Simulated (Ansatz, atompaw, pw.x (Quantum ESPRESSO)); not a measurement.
# From atom to crystal: PAW (atompaw) potential for selenium (Se)

selenium, PAW, made with atompaw 4.2.0.5 (PBE, scalar-relativistic). Core [Ar], reference 3d10 4s2 4p4. Waves: 4s (bound); 4s channel at 2 Ry; 4p (bound); 4p channel at 3.35 Ry; 3d (bound); 3d channel at -2.15 Ry. Local part: troulliermartins scheme with l = 3 at 0.5 Ry, radius 1.65 bohr. Core correction: smooth core density matched at 1.80 bohr. Augmentation charge: sinc compensation charge, radius 1.80 bohr; PAW radius 2.00 bohr; waves and projectors: bloechl.

Crystal test: fcc Se in pw.x 7.5, no spin, 13³ k-points, Fermi–Dirac smearing 0.01 Ry, cutoffs 100/900 Ry. The reference is all-electron LAPW (Ansatz 0.2.0) with the same functional, mesh and smearing; V0 and B0 come from Birch–Murnaghan fits to the pressures at five volumes. Errors are pseudo minus all-electron; Δ is the rms difference of the E(V) curves that follow from these fits, minima aligned, over ±6 % about the mean V0. Mesh and smearing are coarse, so the numbers serve the comparison and aren't converged zero-temperature values; the lattice is a test structure that the element need not adopt.

All-electron: a0 = 4.342 Å (V0 = 20.47 Å³/atom), B0 = 67.6 GPa.

Question: How far does the potential miss the all-electron equation of state?

Answer: mean pressure error (GPa): +0.04; a0 (Å): 4.343; a0 error (%): +0.02; B0 error (%): -0.3; Δ (meV/atom): 0.2.

| V (Å³/atom) | P all-electron (GPa) | P pseudo (GPa) |
| --- | --- | --- |
| 19.394 | 4.12 | 4.17 |
| 19.905 | 2.01 | 2.05 |
| 20.415 | 0.17 | 0.22 |
| 20.925 | -1.43 | -1.39 |
| 21.436 | -2.81 | -2.76 |

Question: At the middle volume, how do free energy and pressure move when the wave cutoff is lowered (ecutrho held at 900 Ry)?

Answer:

```tsv
cutoff (Ry)	shift of F (meV/atom)	shift of P (GPa)
45	+3547.1	-109.73
60	+383.6	-19.60
80	+6.6	-0.68
```

Input at the middle volume:

```
&control
  calculation='scf', prefix='x', pseudo_dir='./', outdir='./tmp', tstress=.true., disk_io='none'
/
&system
  ibrav=0, nat=1, ntyp=1, ecutwfc=100, ecutrho=900, nbnd=16,
  occupations='smearing', smearing='fd', degauss=0.01
/
&electrons
  conv_thr=1e-09, mixing_beta=0.4, electron_maxstep=70
/
ATOMIC_SPECIES
Se 1.0 Se.UPF
CELL_PARAMETERS angstrom
  0.00000000 2.16923430 2.16923430
  2.16923430 0.00000000 2.16923430
  2.16923430 2.16923430 0.00000000
ATOMIC_POSITIONS crystal
Se 0.0000 0.0000 0.0000
K_POINTS automatic
13 13 13 0 0 0
```

```bash
pw.x < Se.scf.in > Se.scf.out
```

Lines of the output:

```
Message from routine setup:
     using ibrav=0 with symmetry is DISCOURAGED, use correct ibrav instead
     lattice parameter (alat)  =       5.7972  a.u.
     unit-cell volume          =     137.7672 (a.u.)^3
     number of electrons       =        16.00
     number of Kohn-Sham states=           16
     kinetic-energy cutoff     =     100.0000  Ry
     charge density cutoff     =     900.0000  Ry
     scf convergence threshold =      1.0E-09
     Exchange-correlation= SLA PW PBX PBC
     number of k points=    84  Fermi-Dirac smearing, width (Ry)=  0.0100
     iteration #  1     ecut=   100.00 Ry     beta= 0.40
     total energy              =    -401.75955706 Ry
     estimated scf accuracy    <       0.00176851 Ry
     iteration #  2     ecut=   100.00 Ry     beta= 0.40
     total energy              =    -401.76314549 Ry
     estimated scf accuracy    <       0.00030407 Ry
     iteration #  3     ecut=   100.00 Ry     beta= 0.40
     total energy              =    -401.76376155 Ry
     estimated scf accuracy    <       0.00005773 Ry
     iteration #  4     ecut=   100.00 Ry     beta= 0.40
     total energy              =    -401.76378976 Ry
     estimated scf accuracy    <       0.00000160 Ry
     iteration #  5     ecut=   100.00 Ry     beta= 0.40
     total energy              =    -401.76379068 Ry
     estimated scf accuracy    <       0.00000030 Ry
     iteration #  6     ecut=   100.00 Ry     beta= 0.40
     total energy              =    -401.76379072 Ry
     estimated scf accuracy    <       0.00000002 Ry
     iteration #  7     ecut=   100.00 Ry     beta= 0.40
     total energy              =    -401.76379072 Ry
     estimated scf accuracy    <       0.00000002 Ry
     iteration #  8     ecut=   100.00 Ry     beta= 0.40
     the Fermi energy is    12.1434 ev
!    total energy              =    -401.76379073 Ry
     estimated scf accuracy    <          1.4E-10 Ry
     smearing contrib. (-TS)   =      -0.00403996 Ry
     convergence has been achieved in   8 iterations
          total   stress  (Ry/bohr**3)                   (kbar)     P=        2.17
     Message from routine punch:
     Nothing written, as per user request (disk_io='none')
```

The run at the middle volume (84 k-points, 8 iterations) took about 44 s on one core of a shared host (Intel(R) Xeon(R) Platinum 8488C, 96 threads, 744 GiB, load 30).
